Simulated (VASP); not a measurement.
## Sr: single point with LDA

Crystal: Sr.

```
Sr
1.0
     0.00000    3.04235    3.04235
     3.04235    0.00000    3.04235
     3.04235    3.04235    0.00000
Sr
1
Direct
  0.00000 0.00000 0.00000
```

| Quantity | Value |
| --- | --- |
| Program | VASP 6.6.1 |
| Task | single point |
| Functional | LDA |
| Potentials or basis | VASP PAW LDA potentials, release 54 (Sr_sv) |
| Cutoff | 520 eV |
| k mesh | 8 × 8 × 8 |
| Occupations | gaussian, width 0.02 eV |
| Spin | no spin polarisation |
| Further INCAR settings | ALGO = Normal; EDIFF = 1.00e-06; NBANDS = 11 |

The pressure is -1.6 GPa. The band gap on the k mesh is none (metal or under the smearing width).

Levels at points of the mesh, in eV from the Fermi level:
```
           k point  band 2  band 3  band 4  band 5  band 6  band 7  band 8  band 9
(0.00, 0.00, 0.00)  -18.53  -18.53  -18.53   -3.66    2.17    2.17    2.17    3.59
(0.50, 0.00, 0.00)  -18.72  -18.56  -18.56   -1.20    0.07    2.03    2.03    4.60
(0.50, 0.50, 0.00)  -18.71  -18.60  -18.60   -0.68    0.27    1.01    4.61    4.89
```

Run time: 11 s on 1 thread of Intel(R) Xeon(R) 6975P-C (Granite Rapids) (shared host), peak memory 0.14 GiB.
